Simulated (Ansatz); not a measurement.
A run of Ansatz 0.2.0 is set up as follows.

input.yaml

```yaml
crystal:
  lattice:
    - [-1.572281, 1.572281, 1.572281]
    - [1.572281, -1.572281, 1.572281]
    - [1.572281, 1.572281, -1.572281]
  atoms:
    - { symbol: Pd, position: [0.0, 0.0, 0.0] }
hamiltonian:
  xc: pbesol
  pseudopotentials: { kind: paw }
kpoints:
  mp_grid: { grid: [12, 12, 12] }
scf:
  occupations: { method: fermi_dirac, width: 0.05 }
output:
  forces: true
  stress: true
  eigenvalues: true
relax:
  f_tol: 0.01
  max_steps: 40
  cell: { stress_tol: 0.05 }
```

Potentials or basis: Ansatz PAW.

Run with:

```console
$ ansatz run input.yaml --threads 2 --pin off --max-ram 5632MiB --backend cpu --events-out ev --progress --plain --runs-dir out
```

Task: What does it give for the space group after relaxing (to 0.05 Å)?

Result: Im-3m (No. 229).

Task: What does it give for the band gap on the k mesh?

Result: None (metal or under the smearing width).

Task: Predict the relaxed cell.

Result: a = 2.670 Å, b = 2.670 Å, c = 2.670 Å, α = 109.47°, β = 109.47°, γ = 109.47°.

Task: Predict the relaxed volume.

Result: 14.66 Å³/atom.

The path:
```
step  energy change (eV)  largest force (eV/Å)  volume (Å³)
   1              0.0000                0.0000        15.55
   2             -0.0041                0.0000        13.92
   3             -0.0293                0.0000        14.76
   4             -0.0298                0.0000        14.66
   5             -0.0295                0.0000        14.66
```

Caveat: the plane-wave basis is chosen anew once the cell has moved, so the energies of steps on either side of that aren't comparable; the PAW data sets come from PBE, with cores solved anew for the run's functional, which leaves a small shift of forces and pressure.
